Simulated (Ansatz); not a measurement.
The first iterations of a band of a periodic cell of 20 atoms, HC18Cl (surface graphene monolayer, adsorbate HCl).

Method: DFT PBE, scalar-relativistic, plane waves, PAW (Ansatz). Settings: cutoff 420 eV, k mesh 2x2x1, gaussian smearing 0.02 eV, no spin polarisation.

- movable images: 3
- climbing image: yes
- spring: 5.0 eV/Å²
- optimiser: quadratic models (default)
- start path: default
- force threshold: 0.05 eV/Å
- iteration limit: 50
- end points: as typed, not relaxed

Image 0:

```xyz
20
Lattice="7.3980 0.0000 0.0000 -3.6990 6.4069 0.0000 0.0000 0.0000 13.0000" Properties=species:S:1:pos:R:3
C 0.000 0.000 1.000
C 1.233 0.712 1.000
C -1.233 2.136 1.000
C 0.000 2.847 1.000
C -2.466 4.271 1.000
C -1.233 4.983 1.000
C 2.466 0.000 1.000
C 3.699 0.712 1.000
C 1.233 2.136 1.000
C 2.466 2.847 1.000
C 0.000 4.271 1.000
C 1.233 4.983 1.000
C 4.932 0.000 1.000
C 6.165 0.712 1.000
C 3.699 2.136 1.000
C 4.932 2.847 1.000
C 2.466 4.271 1.000
C 3.699 4.983 1.000
Cl 5.511 2.582 3.480
H 6.142 1.562 3.930
```

Image 4:

Only the atoms that move by more than 0.05 Å are listed.
```
Cl19 7.977 2.582 3.480
H20 8.608 1.562 3.930
```

| iteration | highest image above the first end (eV) | largest band force component (eV/Å) |
| --- | --- | --- |
| 1 | 0.047 | 2.578 |
| 2 | 0.000 | 1.072 |
| 3 | 0.000 | 0.629 |
| 4 | 0.000 | 0.625 |
| 5 | 0.000 | 0.359 |
| 6 | 0.000 | 0.606 |
| 7 | 0.000 | 0.460 |
| 8 | 0.000 | 0.426 |
| 9 | 0.000 | 0.433 |
| 10 | 0.000 | 0.437 |
| 11 | 0.000 | 0.398 |
| 12 | 0.000 | 0.532 |
| 13 | 0.000 | 0.941 |
| 14 | 0.000 | 0.867 |
| 15 | 0.000 | 1.070 |
| 16 | 0.000 | 0.997 |

Question: Does the band converge within its limit, and where does its top end?

Answer: The run ended unconverged. It ended after 50 iterations with the highest image 9.239 eV above the first end. The band didn't meet its force threshold, so its energies are provisional: the largest band force was still 13.98 eV/Å, and over the last iterations the top moved between 9.24 and 12.31 eV. Neighbouring images lie up to 2.0 Å apart, so the band is torn or far too coarse. The end points aren't both relaxed to the band's threshold either. Inner images lie below an end point, which means an intermediate or an end that isn't the lowest structure nearby. Limits of this set-up: coarse k mesh, slab without dipole correction, no dispersion correction for a molecule that may bind weakly.

Run time: 16 min on 1 thread of Intel(R) Xeon(R) Platinum 8488C (Sapphire Rapids), on a shared host, peak memory 0.98 GiB.
